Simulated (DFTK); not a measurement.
LiCl:

```
CELL_PARAMETERS angstrom
0.00000 2.56477 2.56477
2.56477 0.00000 2.56477
2.56477 2.56477 0.00000
ATOMIC_POSITIONS crystal
Cl 0.50000 0.50000 0.50000
Li 0.00000 0.00000 0.00000
```

Base run:

```yaml
Program: DFTK 0.8.2
Functional: PBE
Potentials_or_basis: dojo.nc.sr.pbe.v0_4_1.standard.upf (PBE)
Cutoff: 1007 eV
k_mesh: 9 × 9 × 9
Occupations: fermi-dirac, width 0.05 eV
Spin: no spin polarisation
```

Its results: band gap on the k mesh 6.33 eV, direct; pressure 0.4 GPa.

Problem. The run is repeated on the same cell with these changes: functional from PBE to PBEsol; potentials or basis from dojo.nc.sr.pbe.v0_4_1.standard.upf (PBE) to dojo.nc.sr.pbesol.v0_4_1.standard.upf (PBEsol). What comes out?

Solution. Band gap on the k mesh 6.13 eV, direct; pressure -1.3 GPa.

Caveats: an odd mesh through Γ misses points on the zone boundary, where band edges often lie.

Not every run made on this cell is shown here.
